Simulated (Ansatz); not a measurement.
# SnSe2 (P-3m1) in Ansatz: convergence with wavefunction cutoff

Aim: find how far wavefunction cutoff must go before the results for SnSe2 settle, at PBEsol. This setting moves, with any that are tied to it; all else stays.

Program: Ansatz 0.2.0. These are calculated values, not measurements. Logs are shortened: lines on timing, memory, paths and dates and some standing lists are left out, and cuts for length are marked.

**1. Starting point**

Symmetry: P-3m1, No. 164, trigonal system. The conventional cell has a = 3.811 Å, b = 3.811 Å, c = 6.136 Å, α = 90.00°, β = 90.00°, γ = 120.00°. Around Sn (site symmetry -3m) lie 6 Se at 2.68 Å. Around Se (site symmetry 3m) lie 3 Sn at 2.68 Å.

**2. With wavefunction cutoff 200 eV**

The input, input.yaml:

```yaml
crystal:
  lattice:
    - [3.811, 0.0, 0.0]
    - [-1.9055, 3.3004228138, 0.0]
    - [0.0, 0.0, 6.136]
  atoms:
    - { symbol: Sn, position: [0.0, 0.0, 0.0] }
    - { symbol: Se, position: [0.6666666667, 0.3333333333, 0.751] }
    - { symbol: Se, position: [0.3333333333, 0.6666666667, 0.249] }
hamiltonian:
  xc: pbesol
  pseudopotentials: { kind: paw_fr }
magnetization:
  noncollinear: true
  spin_orbit: true
kpoints:
  mp_grid: { grid: [7, 7, 4] }
scf:
  occupations: { method: gaussian, width: 0.05 }
output:
  forces: true
  stress: true
  eigenvalues: true
basis:
  ecutwfc: "200 eV"
```

Potentials or basis: Ansatz PAW.

The run is started by

```
$ ansatz run input.yaml --threads 2 --pin off --max-ram 5632MiB --backend cpu --events-out ev --progress --plain --runs-dir out
```

Run time: 7.8 s. Hardware: 2 threads of Intel Xeon at 2.50GHz (Skylake/Cascade Lake), shared host; peak memory 0.51 GiB.

What came out:

```yaml
Free_energy: -16790.7346 eV
Pressure: 2.4 GPa
Largest_force: 0.841 eV/Å
Band_gap_on_the_k_mesh: 0.62 eV, indirect (least direct gap 0.80 eV)
```

**3. With wavefunction cutoff 250 eV**

input.yaml, as its differences from that of step 2:

```diff
@@ -24,2 +24,2 @@
 basis:
-  ecutwfc: "200 eV"
+  ecutwfc: "250 eV"
```

Potentials or basis: Ansatz PAW.

The run is started by

```
$ ansatz run input.yaml --threads 2 --pin off --max-ram 5632MiB --backend cpu --events-out ev --progress --plain --runs-dir out
```

It took 9.5 s on 2 threads of Intel Xeon at 2.50GHz (Skylake/Cascade Lake), shared host; peak memory 0.53 GiB.

What came out:

- Free energy: -16800.2746 eV
- Pressure: 2.5 GPa
- Largest force: 0.584 eV/Å
- Band gap on the k mesh: 0.68 eV, indirect (least direct gap 0.93 eV)

**4. With wavefunction cutoff 300 eV**

input.yaml, as its differences from that of step 3:

```diff
@@ -24,2 +24,2 @@
 basis:
-  ecutwfc: "250 eV"
+  ecutwfc: "300 eV"
```

The run is started by

```
$ ansatz run input.yaml --threads 2 --pin off --max-ram 5632MiB --backend cpu --events-out ev --progress --plain --runs-dir out
```

It took 13 s on 2 threads of Intel Xeon at 2.50GHz (Skylake/Cascade Lake), shared host; peak memory 0.57 GiB.

Results:

* Free energy: -16801.4920 eV
* Pressure: 2.6 GPa
* Largest force: 0.613 eV/Å
* Band gap on the k mesh: 0.68 eV, indirect (least direct gap 0.95 eV)

**5. With wavefunction cutoff 350 eV**

input.yaml, as its differences from that of step 4:

```diff
@@ -24,2 +24,2 @@
 basis:
-  ecutwfc: "300 eV"
+  ecutwfc: "350 eV"
```

The run is started by

```
$ ansatz run input.yaml --threads 2 --pin off --max-ram 5632MiB --backend cpu --events-out ev --progress --plain --runs-dir out
```

It took 14 s on 2 threads of Intel Xeon at 2.50GHz (Skylake/Cascade Lake), shared host; peak memory 0.61 GiB.

Results:

```
Free energy            : -16801.5822 eV
Pressure               : 2.6 GPa
Largest force          : 0.604 eV/Å
Band gap on the k mesh : 0.68 eV, indirect (least direct gap 0.96 eV)
```

**6. With wavefunction cutoff 400 eV**

input.yaml, as its differences from that of step 5:

```diff
@@ -24,2 +24,2 @@
 basis:
-  ecutwfc: "350 eV"
+  ecutwfc: "400 eV"
```

Potentials or basis: Ansatz PAW.

The run is started by

```
$ ansatz run input.yaml --threads 2 --pin off --max-ram 5632MiB --backend cpu --events-out ev --progress --plain --runs-dir out
```

It took 18 s on 2 threads of Intel Xeon at 2.50GHz (Skylake/Cascade Lake), shared host; peak memory 0.64 GiB.

Results (log left out):

| Property | Result |
| --- | --- |
| Free energy | -16801.5887 eV |
| Pressure | 2.6 GPa |
| Largest force | 0.600 eV/Å |
| Band gap on the k mesh | 0.68 eV, indirect (least direct gap 0.96 eV) |

**7. With wavefunction cutoff 450 eV**

input.yaml, as its differences from that of step 6:

```diff
@@ -24,2 +24,2 @@
 basis:
-  ecutwfc: "400 eV"
+  ecutwfc: "450 eV"
```

The run is started by

```
$ ansatz run input.yaml --threads 2 --pin off --max-ram 5632MiB --backend cpu --events-out ev --progress --plain --runs-dir out
```

Wall time 21 s (2 threads of Intel Xeon at 2.50GHz (Skylake/Cascade Lake), shared host); peak memory 0.69 GiB.

It converged, with:

```yaml
Free_energy: -16801.5920 eV
Pressure: 2.5 GPa
Largest_force: 0.598 eV/Å
Band_gap_on_the_k_mesh: 0.68 eV, indirect (least direct gap 0.96 eV)
```

**8. With wavefunction cutoff 500 eV**

input.yaml, as its differences from that of step 7:

```diff
@@ -24,2 +24,2 @@
 basis:
-  ecutwfc: "450 eV"
+  ecutwfc: "500 eV"
```

The run is started by

```
$ ansatz run input.yaml --threads 2 --pin off --max-ram 5632MiB --backend cpu --events-out ev --progress --plain --runs-dir out
```

Run time: 22 s. Hardware: 2 threads of Intel Xeon at 2.50GHz (Skylake/Cascade Lake), shared host; peak memory 0.73 GiB.

It converged, with:

```
Free energy            : -16801.5932 eV
Pressure               : 2.5 GPa
Largest force          : 0.598 eV/Å
Band gap on the k mesh : 0.68 eV, indirect (least direct gap 0.96 eV)
```

**9. With wavefunction cutoff 600 eV**

input.yaml, as its differences from that of step 8:

```diff
@@ -24,2 +24,2 @@
 basis:
-  ecutwfc: "500 eV"
+  ecutwfc: "600 eV"
```

Potentials or basis: Ansatz PAW.

The run is started by

```
$ ansatz run input.yaml --threads 2 --pin off --max-ram 5632MiB --backend cpu --events-out ev --progress --plain --runs-dir out
```

It took 27 s on 2 threads of Intel Xeon at 2.50GHz (Skylake/Cascade Lake), shared host; peak memory 0.83 GiB.

Results (log left out):

```
Free energy            : -16801.5937 eV
Pressure               : 2.5 GPa
Largest force          : 0.597 eV/Å
Band gap on the k mesh : 0.68 eV, indirect (least direct gap 0.96 eV)
```

**10. With wavefunction cutoff 800 eV**

input.yaml, as its differences from that of step 9:

```diff
@@ -24,2 +24,2 @@
 basis:
-  ecutwfc: "600 eV"
+  ecutwfc: "800 eV"
```

Potentials or basis: Ansatz PAW.

The run is started by

```
$ ansatz run input.yaml --threads 2 --pin off --max-ram 5632MiB --backend cpu --events-out ev --progress --plain --runs-dir out
```

Output:

```text
Warning: RAYON_NUM_THREADS=2 ignored (pool sized by the plan → 2); use --threads N
Engine: ansatz 0.2.0, x86_64-unknown-linux-gnu
Pseudopotentials: kind: paw_fr
Pseudopotential: Sn, paw_fr, valence charge 14, recommended cutoff 420 eV (normal), Sn.paw.azcp#standard-fr
Pseudopotential: Se, paw_fr, valence charge 16, recommended cutoff 420 eV (normal), Se.paw.azcp#standard-fr
Functional definition: PBEsol
  exchange = pbesol_x
  correlation = pbesol_c
non-collinear run that drives no moment, with spin-orbit: no starting moment large enough to seed its density (crystal.atoms[].spin), no starting occupations that ask for one, no magnetisation constraint and no magnetic field, so the semilocal B_xc is pinned to zero
Crystal: 3 atoms, lattice volume = 77.178 Å³
Basis set: ecut = 800 eV, 3995 PW (Γ), exchange–correlation on 72×72×120 points (8 copies of the dense FFT grid, shifted against one another)
Bands: 56, of which v1, the nominal top of the filled ones, is band 46 counted from 1 (45 counted from 0)
Symmetry: 12 space group operations + 12 with time reversal
Magnetic group: BNS 164.86 (UNI 1316), of the structure as read, at distance tolerance 4.3e-5 Å
k-points: 28 of 196
Projection manifold: j_resolved (fully-relativistic pseudo-atomic orbitals)
Non-local potential: Sn, projectors of the file, l = 0: 2, l = 1: 4, l = 2: 4, l = 3: 4
Non-local potential: Se, projectors of the file, l = 0: 2, l = 1: 4, l = 2: 6, l = 3: 2
PAW form: soft (Blöchl's): semilocal exchange-correlation on the pseudo side does not see the compensation charge
PAW frozen core: Sn, regenerated for the run's functional, and the local potential with it (the file was generated under x = pbe(κ = 0.804, μ = 0.2195149727645171), c = pbe(β = 0.06672455060314922))
PAW frozen core: Se, regenerated for the run's functional, and the local potential with it (the file was generated under x = pbe(κ = 0.804, μ = 0.2195149727645171), c = pbe(β = 0.06672455060314922))
PAW one-centre angular grid: Sn, 590 points (default); XC on 64 Gauss nodes
PAW one-centre angular grid: Se, 590 points (default); XC on 96 Gauss nodes
Initial density: superposition of atomic densities (chi_scale 0.1, normalization cell, long waves kept (reshape's long-wave potential 0.09 eV rms))
Initial wavefunctions: pseudopotential atomic-orbital guess
Functional: x = pbesol(κ = 0.804, μ = 0.12345679012345678), c = pbesol(β = 0.046)
[... 11 lines left out ...]
SCF 1 converged in 9 iterations: F = -16801.593998 eV  dr2 = 1.20e-8
SCF converged after 9 iterations
Magnetization: |M| = 0.0000 μB,  M = (+0.0000, +0.0000, +0.0000) μB
Absolute magnetization: 0.0000 μB (∫|m|)
  site 0: m = (+0.0000, +0.0000, +0.0000) μB, |m| = 0.0000 μB  (R = 1.10 Å)
  site 1: m = (+0.0000, +0.0000, +0.0000) μB, |m| = 0.0000 μB  (R = 1.10 Å)
  site 2: m = (+0.0000, +0.0000, +0.0000) μB, |m| = 0.0000 μB  (R = 1.10 Å)
Free energy (F): -16801.593998 eV
Harris-Foulkes:  -16801.593998 eV  (|F-HF|=1.87e-8)
Internal energy: -16801.593998 eV  (E = F + TS)
E sigma→0 (E₀):  -16801.593998 eV
Fermi energy:    8.400076 eV
--- Per-component energies (eV) ---
  E_band       = -863.754062
  E_kinetic    = 426.992581
  E_local      = -6108.524213  (includes V_loc(G=0)·N_el)
  E_nonlocal   = -1213.730509
  E_hartree    = 3125.705138
  E_xc         = -585.554970
  E_vxc        = -292.784872  (∫ρ·V_xc dr)
  E_paw        = -7808.599909  (= ΣΔE_a)
  E_vpaw       = 72.881200  (= ΣTr[D̂ρ^β])
  E_aug_tail   = -0.000002  (compensation charges beyond the density's cutoff)
  E_ewald      = -4640.194622
  E_core_change = 2.312508  (= ΣΔE_core)
  E_smearing   = -0.000000  (= −TS)
  E_closure    = 0.000000  (closes the sum)
  Σ components = -16801.593998   (vs F -16801.593998, Δ=0.00e0)
--- Forces (eV/Å), atoms counted from 1 ---
  atom   1  Sn    -0.00000000     0.00000000     0.00000000
  atom   2  Se    -0.00000000    -0.00000000    -0.59735297
  atom   3  Se     0.00000000     0.00000000     0.59735297
  max |Σ_I F_I| component: 1.58e-30 eV/Å
--- Stress (GPa, compression-positive) ---
        1.933232       0.000000      -0.000000
        0.000000       1.933232       0.000000
       -0.000000       0.000000       3.727770
  P = ⅓ Tr σ = 2.5314 GPa (25.314 kbar)
--- Band table (eV; the first three rows and the last of 28) ---
  k-point 0: bands = ["-39.3842", "-39.3842", "-39.3840", "-39.3840", "-39.3508", "-39.3508", "-39.3504", "-39.3504", "-38.4969", "-38.4969", "-38.4968", "-38.4968", "-38.4688", "-38.4688", "-38.4682", "-38.4682", "-38.4536", "-38.4536", "-38.4532", "-38.4532", "-13.7706", "-13.7706", "-13.7514", "-13.7514", "-12.7496", "-12.7496", "-12.7194", "-12.7194", "-12.7069", "-12.7069", "-6.0314", "-6.0314", "-4.2438", "-4.2438", "1.8820", "1.8820", "7.0453", "7.0453", "7.4582", "7.4582", "7.4640", "7.4640", "7.7336", "7.7336", "8.0464", "8.0464", "9.0077", "9.0077", "10.7968", "10.7968", "12.3711", "12.3711", "12.7916", "12.7916", "16.0349", "16.0349"]
  k-point 1: bands = ["-39.3842", "-39.3842", "-39.3840", "-39.3840", "-39.3508", "-39.3508", "-39.3504", "-39.3504", "-38.4969", "-38.4969", "-38.4968", "-38.4968", "-38.4687", "-38.4687", "-38.4683", "-38.4683", "-38.4536", "-38.4536", "-38.4533", "-38.4533", "-13.7706", "-13.7706", "-13.7514", "-13.7514", "-12.7496", "-12.7496", "-12.7194", "-12.7194", "-12.7068", "-12.7068", "-5.9530", "-5.9530", "-4.4095", "-4.4095", "2.2912", "2.2912", "6.6873", "6.6873", "7.1680", "7.1680", "7.4089", "7.4089", "7.5408", "7.5408", "7.8201", "7.8201", "9.8885", "9.8885", "10.8022", "10.8022", "12.2394", "12.2394", "12.6466", "12.6466", "16.3234", "16.3234"]
  k-point 2: bands = ["-39.3841", "-39.3841", "-39.3841", "-39.3841", "-39.3507", "-39.3507", "-39.3505", "-39.3505", "-38.4969", "-38.4969", "-38.4968", "-38.4968", "-38.4686", "-38.4686", "-38.4684", "-38.4684", "-38.4535", "-38.4535", "-38.4534", "-38.4534", "-13.7706", "-13.7706", "-13.7514", "-13.7514", "-12.7496", "-12.7496", "-12.7194", "-12.7194", "-12.7068", "-12.7068", "-5.8586", "-5.8586", "-4.5859", "-4.5859", "2.8113", "2.8113", "5.8764", "5.8764", "7.0526", "7.0526", "7.3710", "7.3710", "7.6117", "7.6117", "7.8903", "7.8903", "10.4027", "10.4027", "10.7603", "10.7603", "12.1146", "12.1146", "12.5101", "12.5101", "16.0491", "16.0491"]
  k-point 27: bands = ["-39.3839", "-39.3839", "-39.3838", "-39.3838", "-39.3505", "-39.3505", "-39.3505", "-39.3505", "-38.4965", "-38.4965", "-38.4965", "-38.4965", "-38.4686", "-38.4686", "-38.4685", "-38.4685", "-38.4533", "-38.4533", "-38.4533", "-38.4533", "-13.7662", "-13.7662", "-13.7583", "-13.7583", "-12.7526", "-12.7526", "-12.7362", "-12.7362", "-12.6895", "-12.6895", "-4.0870", "-4.0870", "-3.7872", "-3.7872", "0.6198", "0.6198", "3.5613", "3.5613", "3.9107", "3.9107", "4.6045", "4.6045", "7.4393", "7.4393", "7.6563", "7.6563", "10.4028", "10.4028", "12.4509", "12.4509", "13.0079", "13.0079", "14.1648", "14.1648", "15.7327", "15.7327"]
```

Wall time 38 s (2 threads of Intel Xeon at 2.50GHz (Skylake/Cascade Lake), shared host); peak memory 1 GiB.

What came out:

| Property | Result |
| --- | --- |
| Free energy | -16801.5940 eV |
| Pressure | 2.5 GPa |
| Largest force | 0.597 eV/Å |
| Band gap on the k mesh | 0.68 eV, indirect (least direct gap 0.96 eV) |

**11. The series at a glance**

| wavefunction cutoff | energy less the tightest run, at zero smearing (meV/atom) | pressure (GPa) | largest force (eV/Å) | gap on the mesh (eV) | SCF cycles | CPU time (s) | peak memory (GiB) |
| --- | --- | --- | --- | --- | --- | --- | --- |
| 200 eV | 3619.79 | 2.36 | 0.841 | 0.621 | 8 | 13 | 0.51 |
| 250 eV | 439.80 | 2.49 | 0.584 | 0.679 | 8 | 17 | 0.53 |
| 300 eV | 34.02 | 2.64 | 0.613 | 0.681 | 9 | 23 | 0.57 |
| 350 eV | 3.94 | 2.57 | 0.604 | 0.683 | 9 | 27 | 0.61 |
| 400 eV | 1.78 | 2.55 | 0.600 | 0.684 | 9 | 33 | 0.64 |
| 450 eV | 0.67 | 2.54 | 0.598 | 0.685 | 9 | 37 | 0.69 |
| 500 eV | 0.26 | 2.53 | 0.598 | 0.685 | 9 | 40 | 0.73 |
| 600 eV | 0.09 | 2.53 | 0.597 | 0.685 | 9 | 51 | 0.83 |
| 800 eV | 0.00 | 2.53 | 0.597 | 0.685 | 9 | 72 | 1 |

Against the tightest run, the energy stays within 1 meV/atom from 450 eV on; the pressure stays within 0.1 GPa from 350 eV on; the largest force stays within 0.005 eV/Å from 400 eV on; the gap on the mesh stays within 0.01 eV from 250 eV on. The tightest run that finished is the yardstick and may itself not be fully converged.

Caveats: odd divisions of the mesh miss points on the zone boundary, where band edges often lie, so the gap on the mesh can be too wide; this functional lacks dispersion, which binds the layers, so the pressure and a relaxed spacing across them are unreliable; the PAW data sets come from PBE, with cores solved anew for the run's functional, which leaves a small shift of forces and pressure.
